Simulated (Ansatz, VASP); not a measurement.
BN: VASP beside Ansatz

File INCAR:

```
SYSTEM = BN
PREC = Accurate ; ENCUT = 520
EDIFF = 1E-7 ; ISMEAR = 0
SIGMA = 0.05 ; LREAL = .FALSE.
LASPH = .TRUE. ; NELM = 80
ALGO = Normal ; ISIF = 2
LWAVE = .FALSE. ; LCHARG = .TRUE.
GGA = PE ; LELF = .TRUE.
LVHAR = .TRUE. ; NBANDS = 11
```

The input KPOINTS:

```
regular mesh
0
G
  12 12 12
  0 0 0
```

File POSCAR:

```
BN
1.0
   -0.2718590671      1.7806768895      1.8123937807
    1.8123937807     -0.2718590671      1.8123937807
    1.5405347136      1.5088178224      0.0000000000
B N
1 1
Direct
    0.0000000000      0.0000000000      0.0000000000
    0.7500000000      0.7500000000      0.7500000000
```

Input for Ansatz:

```yaml
crystal:
  lattice:
    - [-0.2718590671, 1.7806768895, 1.8123937807]
    - [1.8123937807, -0.2718590671, 1.8123937807]
    - [1.5405347136, 1.5088178224, 0.0]
  atoms:
    - { symbol: B, position: [0.0, 0.0, 0.0] }
    - { symbol: "N", position: [0.75, 0.75, 0.75] }
basis:
  ecutwfc: 520.0
kpoints:
  mp_grid: { grid: [12, 12, 12] }
hamiltonian:
  xc: pbe
scf:
  occupations: { method: gaussian, width: 0.05 }
output:
  forces: true
  stress: true
  eigenvalues: true
```

Change from the starting cell: engineering shear strain xz -0.3000, normal strain along z -0.0175.

Alike in both runs: task single point; functional PBE; k mesh 12 × 12 × 12; occupations gaussian, width 0.05 eV; no spin polarisation.

|  | VASP | Ansatz |
| --- | --- | --- |
| version | VASP 6.6.1 | Ansatz 0.2.0 |
| potentials or method | VASP PAW PBE potentials, release 64 (B, N) | scalar-relativistic, plane waves, PAW |
| plane-wave cutoff (eV) | 520 | 520 |
| valence electrons in the cell | 8 | 8 |

```tsv
	VASP	Ansatz	Ansatz less VASP
gap on the k mesh at the Fermi level (eV)	0.39	0.40	+0.009
least direct gap on the mesh (eV)	2.64	2.64	-0.003
pressure (GPa)	52.9	52.5	-0.40
largest component of the traceless stress (GPa)	157.01	156.30	-0.715
rms of the force components (eV/Å)	0.707	0.684	-0.0232
```

Atom by atom the forces differ by 0.023 eV/Å (rms over components).

Caveats: so large a pressure means that the cell lies far from this level's equilibrium, or that cutoff or potentials fall short (VASP); forces of over 1 eV/Å show positions far from the minimum, so gaps and moduli don't describe the material at rest.
